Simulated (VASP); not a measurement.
Write the native input for VASP 6.6.1 that does the following.

| Property | Result |
| --- | --- |
| Task | single point |
| Functional | PBE |
| Dispersion | D3 |
| Potentials or basis | VASP PAW PBE potentials, release 64 (K_sv) |
| Cutoff | 400 eV |
| k mesh | 1 × 1 × 1 |
| Occupations | gaussian, width 0.01 eV |
| Spin | collinear spin, ferromagnetic start |
| Starting moments | [0.5] μB |
| Fixed moment | 1 μB |
| Further INCAR settings | ALGO = Normal; EDIFF = 1e-06; NBANDS = 14; ISYM = 0 |

The structure of K lies in POSCAR:

```
K                                       
1.0
   10.5000000000      0.0000000000      0.0000000000
    0.0000000000     11.0000000000      0.0000000000
    0.0000000000      0.0000000000     11.5000000000
  K             
     1
Selective dynamics
Direct
     0.5000000000000000    0.5045454544999970    0.5000000000000000   F   F   F
```

One way to write it, as run:

INCAR

```
SYSTEM = K
ALGO = Normal ; EDIFF = 1E-6
ENCUT = 400 ; GGA = PE
ISIF = 2 ; ISMEAR = 0
ISPIN = 2 ; ISYM = 0
IVDW = 11 ; LASPH = .True.
LCHARG = .False. ; LORBIT = 11
LREAL = .False. ; LWAVE = .False.
MAGMOM = 0.5 ; NBANDS = 14
NELM = 100 ; NUPDOWN = 1
PREC = Accurate ; SIGMA = 0.01
```

KPOINTS

```
k-points
0
Gamma
  1 1 1
  0 0 0
```

Potentials or basis: VASP PAW PBE potentials, release 64 (K_sv).

Command:

```sh
$ cat potpaw_PBE.64/K_sv/POTCAR > POTCAR
$ mpirun -np 4 vasp_gam > vasp.out
```

It gave:

```yaml
Net_moment: 1.00 μB per cell
Site_moments: K +0.04 μB
Valence_electrons_inside_the_program's_atomic_spheres: K 7.52
Dispersion_energy_per_atom: -0.009 eV
```

Caveat: the total moment is fixed, so each spin has its own Fermi level.

It took 50 s on 4 MPI ranks on Intel(R) Xeon(R) Platinum 8488C (Sapphire Rapids), with other jobs on the host, peak memory 0.37 GiB a rank.
